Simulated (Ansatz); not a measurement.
Runs of Ansatz 0.2.0 on TiAl. It takes space group P-6m2 (No. 187, hexagonal). The conventional cell has a = 2.867 Å, b = 2.867 Å, c = 4.678 Å, α = 90.00°, β = 90.00°, γ = 120.00°. Around Ti (site symmetry -6m2) lie 6 Al at 2.87 Å and 6 Ti at 2.87 Å. Al (site symmetry -6m2) is surrounded by 6 Ti at 2.87 Å and 6 Al at 2.87 Å. The cell comes from a database or a generator and needn't be the stable form of this composition.

| task | level | cell | points for each segment of the path | gap on the mesh (eV) | pressure (GPa) |
| --- | --- | --- | --- | --- | --- |
| band structure | HSE03 | as given | 4 | none | -0.6 |
| single point | HF | as given | - | none | (a) |
| relaxation of cell and atoms | PBEsol0 | relaxed | - | none | 0.0 |
| band structure | HSEsol | as given | 4 | none | -3.2 |
| single point | PBEsol0 | as given | - | none | -3.5 |

Alike in all rows: potentials or basis Ansatz PAW; no spin polarisation; k mesh 6 × 6 × 3; cutoff (eV) 420; smearing fermi-dirac 0.05 eV; the mesh is coarse, so values aren't converged.

Problem. Fill in the values left out.

Solution. (a) 6.1.

Caveats: all runs use coarse meshes; the PAW data sets come from PBE, with cores solved anew for the run's functional, which leaves a small shift of forces and pressure; the thresholds are loose for stress (some runs); the plane-wave basis is chosen anew once the cell has moved, so the energies of steps on either side of that aren't comparable (some runs).

A gap of «none» marks a metal or a gap under the smearing width.
